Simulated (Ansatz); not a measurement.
One change: `N=CC(F)F` becomes `FC(F)F`.

Ansatz, PBE0-D4/def2-TZVP geometries, multiplicity 1. Each molecule was computed in one conformer, which needn't be the lowest.

| property | `N=CC(F)F` |
| --- | --- |
| HOMO–LUMO gap (PBE0/def2-TZVPP) / eV | 7.32 |
| LUMO energy (ωB97M-V/def2-TZVPP) / eV | 1.22 |
| HOMO energy (ωB97M-V/def2-TZVPP) / eV | -10.86 |
| HOMO energy (PBE0/def2-TZVPP) / eV | -8.44 |
| size of the dipole moment (PBE/def2-TZVPP) / D | 1.72 |
| HOMO energy (PBE/def2-TZVPP) / eV | -6.84 |

Problem. Give the same properties after the change, and the shifts. (An estimate is asked.)

Solution. The calculation gave: 
| property | `FC(F)F` | shift |
| --- | --- | --- |
| HOMO–LUMO gap (PBE0/def2-TZVPP) / eV | 13.31 | 5.99 |
| LUMO energy (ωB97M-V/def2-TZVPP) / eV | 3.45 | 2.23 |
| HOMO energy (ωB97M-V/def2-TZVPP) / eV | -13.80 | -2.94 |
| HOMO energy (PBE0/def2-TZVPP) / eV | -11.34 | -2.90 |
| size of the dipole moment (PBE/def2-TZVPP) / D | 1.43 | -0.29 |
| HOMO energy (PBE/def2-TZVPP) / eV | -9.42 | -2.58 |

With PBE0 the HOMO falls by 2.90 eV and the LUMO rises by 3.09 eV, so the gap widens by about 5.99 eV. PBE moves the HOMO by -2.58 eV and ωB97M-V by -2.94 eV. The zero-point energy changes by -76.5 kJ/mol with -9 modes. Dipoles are sizes alone; their direction can turn.

Positive LUMOs are unbound, so they and the gaps depend on the basis.
